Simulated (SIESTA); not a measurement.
The system is Ni.

```
Ni
1.0
     0.00000    1.73757    1.73757
     1.73757    0.00000    1.73757
     1.73757    1.73757    0.00000
Ni
1
Direct
  0.00000 0.00000 0.00000
```

- Program: SIESTA 5.4.2
- Task: single point
- Functional: PBEsol
- Potentials or basis: PseudoDojo 0.4 standard (PBEsol files)
- Basis: DZP (energy shift 0.003 Ry; two zetas on semicore shells)
- Grid cutoff: 800 Ry
- Energy shift: 0.003 Ry
- k mesh: 13 × 13 × 13
- Occupations: fermi-dirac, width 0.05 eV
- Spin: collinear spin, ferromagnetic start
- Starting moments: [1.0] μB

On this cell: pressure -2.2 GPa; net moment 0.63 μB per cell; site moments Ni +0.63 μB; band gap on the k mesh none (metal or under the smearing width).

The same run follows on a disturbed copy (cell strained at random at fixed volume):

```
CELL_PARAMETERS angstrom
0.01655 1.75725 1.76824
1.71912 0.01633 1.76846
1.71447 1.75283 0.02098
ATOMIC_POSITIONS crystal
Ni 0.00651 0.01144 0.96710
```

What changes?

The energy (extrapolated to zero smearing) moves by +3.2 meV/atom; pressure -2.8 GPa; net moment 0.63 μB per cell; site moments Ni +0.63 μB; band gap on the k mesh none (metal or under the smearing width).

Stress tensor (GPa, compression positive):
```
-1.23 -0.79 -1.62
-0.79 -3.40 -2.02
-1.62 -2.02 -3.82
```

Caveats: short orbitals over semicore shells can move pressures by several GPa; the basis of atomic orbitals isn't converged, which shifts pressures, moduli and gaps.
